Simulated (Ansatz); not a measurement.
# SnO2: response to uniaxial strain along c

How does SnO2 answer uniaxial strain along c between -6 and +6 %? At each strain the lengths of a and b and the atoms relax, the angles are held, within the symmetry that is left.

Method: DFT LDA, scalar-relativistic, plane waves, PAW, in Ansatz 0.2.0.

## (1) Starting point

The structure is tetragonal, space group P4_2/mnm (No. 136). The conventional cell has a = 4.723 Å, b = 4.723 Å, c = 3.190 Å, α = 90.00°, β = 90.00°, γ = 90.00°. Sn (site symmetry mmm) is surrounded by 6 O at 2.04 to 2.05 Å. O (site symmetry m2m) is surrounded by 3 Sn at 2.04 to 2.05 Å.

Coordinates:

```
Sn O
1.0
     4.72127    0.00000    0.00000
     0.00000    4.72425    0.00000
     0.00000    0.00000    3.19002
Sn O
2 4
Direct
  0.50000 0.50000 0.50000
  0.00000 0.00000 0.00000
  0.30557 0.30657 0.00000
  0.80557 0.19343 0.50000
  0.19443 0.80657 0.50000
  0.69443 0.69343 0.00000
```

It goes back to an entry of the Materials Project, which need not be the stable form.

This cell was relaxed beforehand with the same method: volume 11.86 Å³/atom, gap on the mesh 1.16 eV.

The unstrained cell comes from an earlier run at this level (6 atoms, E(σ→0) -13980.3628 eV, gap 1.16 eV over the zone).

## (2) Strain -2.0 %

input.yaml

```yaml
crystal:
  lattice:
    - [4.744877833, 0.0, 0.0]
    - [0.0, 4.747867719, 0.0]
    - [0.0, 0.0, 3.126219015]
  atoms:
    - { symbol: Sn, position: [0.5, 0.5, 0.5] }
    - { symbol: Sn, position: [0.0, 0.0, 0.0] }
    - { symbol: O, position: [0.3055669669, 0.3065721211, 0.0] }
    - { symbol: O, position: [0.8055669669, 0.1934278789, 0.5] }
    - { symbol: O, position: [0.1944330331, 0.8065721211, 0.5] }
    - { symbol: O, position: [0.6944330331, 0.6934278789, 0.0] }
basis:
  ecutwfc: 420
kpoints:
  mp_grid: { grid: [6, 6, 8] }
hamiltonian:
  xc: lda
scf:
  occupations: { method: gaussian, width: 0.02 }
output:
  forces: true
  stress: true
  eigenvalues: true
  write_density: true
  write_potential: true
  elf: true
  volumetric_format: npy
relax:
  adjacent_minimum: "off"
  f_tol: 0.008
  max_steps: 40
  cell: { stress_tol: 0.015, fix: [c, angles] }
```

Command:

```console
> ansatz run input.yaml --threads 1 --pin off --max-ram 2560MiB --backend cpu --events-out ev --progress --plain --runs-dir out
```

Further runs follow: the gap over the whole zone at -2.0 %; strain +2.0 %; seeking the band edges at +2.0 %; At -4.0 %; the gap over the whole zone at -4.0 %; strain +4.0 %; the gap over the whole zone at +4.0 %; the cell strained by -6.0 %; the gap over the whole zone at -6.0 %; At +6.0 %; band edges over the zone at +6.0 %.

Q: Predict the outcome of this session. Wanted: (1/V) d²E/dε² at zero strain, cubic fit; strain of the free axis a per applied strain; gap shift, negative and positive side.

As calculated:

| quantity | value |
| --- | --- |
| largest energy cost | 48.6 meV/atom at -6.0 % |
| (1/V) d²E/dε² at zero strain, cubic fit | 320 GPa |
| strain of the free axis a per applied strain | -0.36 |
| gap shift, negative and positive side | -67, -67 meV per % |

In words: From the curvature follows Young's modulus along c, angles held: 320 GPa. Compression by 6 % costs 48.6 meV/atom and stretching 36.5. The free axis a moves against the applied strain (factor -0.36). The gap runs from 1.54 eV at -6.0 % through 1.16 to 0.78 eV at +6.0 %, and changes between direct and indirect on the way.

Spin-orbit coupling is left out, though the cell holds Sn; it can move the gap.
